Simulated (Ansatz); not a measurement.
Response to strain in CdF2

Base system: CdF$_{2}$ in the fluorite structure (space group Fm-3m, No. 225; a = 5.3840 Å).

Strains are applied to the cell and any free atomic positions relax.

All numbers come from PBEsol, PAW, 420 eV (Ansatz, a program for electronic structure; scalar-relativistic without spin-orbit coupling).

Notes on the quantities. energy relative to the base: free energy F.

| isotropic strain (%) | energy relative to the base (meV/atom) |
|---|---|
| -3 | 40.0 |
| -2.5 | 27.2 |
| -2 | ? |
| -1.5 | 9.4 |
| 0 | 0.0 |
| 1.5 | 8.4 |
| 2 | 14.6 |
| 2.5 | 22.4 |
| 3 | 31.7 |

Question: Fit ΔE = Aε² + Bε³ (ε in %) to the rows shown and predict the withheld row.

Answer: Least squares on the printed values gives A = 3.98 and B = -0.15 meV/atom (largest residual 0.1 meV/atom); this predicts 17.1 meV/atom, and the run gives 17.0 meV/atom, in agreement.

Whether these cells are dynamically stable was not tested.
